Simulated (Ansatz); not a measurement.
Density of states of O

```cif
data_structure
_symmetry_space_group_name_H-M 'P 1'
_symmetry_Int_Tables_number 1
_cell_length_a 3.7839
_cell_length_b 3.7839
_cell_length_c 3.7839
_cell_angle_alpha 44.192
_cell_angle_beta 44.192
_cell_angle_gamma 44.192
_cell_volume 23.92
loop_
_atom_site_label
_atom_site_type_symbol
_atom_site_fract_x
_atom_site_fract_y
_atom_site_fract_z
_atom_site_occupancy
O1 O 0.05770 0.05770 0.05770 1
O2 O 0.94230 0.94230 0.94230 1
```

The runs use the primitive cell with vectors (1.423, 0.822, 3.408), (-1.423, 0.822, 3.408), (0.000, -1.644, 3.408) Å, to which the k mesh refers.

The geometry is COD entry 2106431, unchecked; take it as a test cell.

Solid oxygen carries moments on its molecules; these runs leave spin out.

Computed with Ansatz 0.2.0, DFT, PBE, all-electron LAPW, scalar-relativistic.

Sampling and basis: a Γ-centred 10×10×10 k mesh, Fermi–Dirac smearing of 0.02 eV, basis error target 0.5 meV/atom, no spin polarisation.

States per eV and cell, averaged over 0.6 eV, from -9.4 to 1.2 eV, with energies (bin centres) from the Fermi level; empty bins are left out. 

| E (eV) | total |
| --- | --- |
| -9.2 | 0.41 |
| -8.6 | 2.19 |
| -8.0 | 1.33 |
| -7.4 | 3.88 |
| -6.8 | 2.19 |
| -1.4 | 0.25 |
| -0.8 | 1.91 |
| -0.2 | 1.60 |
| 0.4 | 2.78 |
| 1.0 | 0.13 |
